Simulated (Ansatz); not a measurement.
Runs of Ansatz 0.2.0 on MoS2. Symmetry: P6_3/mmc, No. 194, hexagonal system. Conventional cell: a = 3.169 Å, b = 3.169 Å, c = 12.324 Å, α = 90.00°, β = 90.00°, γ = 120.00°. Around Mo (site symmetry -6m2) lie 6 S at 2.41 Å. S (site symmetry 3m) is surrounded by 3 Mo at 2.41 Å. 

```tsv
task	level	cell	cutoff (eV)	points for each segment of the path	gap on the mesh (eV)	pressure (GPa)	relaxed volume (Å³/atom)	largest force (eV/Å)
relaxation of cell and atoms	PBEsol+D3(BJ)	relaxed	420	-	0.57	0.0	16.33	-
band structure	PBEsol	as given	420	14	0.88	-3.0	-	0.31
relaxation of cell and atoms	SVWN5	relaxed	420	-	0.76	0.0	(b)	-
single point	PBE	as given	500	-	0.93	(a)	-	0.07
relaxation of cell and atoms	r2SCAN	relaxed	500	-	1.28	0.0	18.99	-
```

Alike in all rows: potentials or basis Ansatz PAW; no spin polarisation; k mesh 10 × 10 × 3; smearing fermi-dirac 0.05 eV.

Problem. Fill in the values left out.

Solution. (a) 2.0; (b) 16.98.

Caveats: the PAW data sets come from PBE, with cores solved anew for the run's functional, which leaves a small shift of forces and pressure (some runs); the plane-wave basis is chosen anew once the cell has moved, so the energies of steps on either side of that aren't comparable (some runs); this functional lacks dispersion, which binds the layers, so the pressure and a relaxed spacing across them are unreliable (some runs); odd divisions of the mesh miss points on the zone boundary, where band edges often lie, so the gap on the mesh can be too wide (some runs).

A k mesh can miss the band edges, and the runs leave out spin-orbit coupling on Mo.

Not every run made on this cell is shown here.
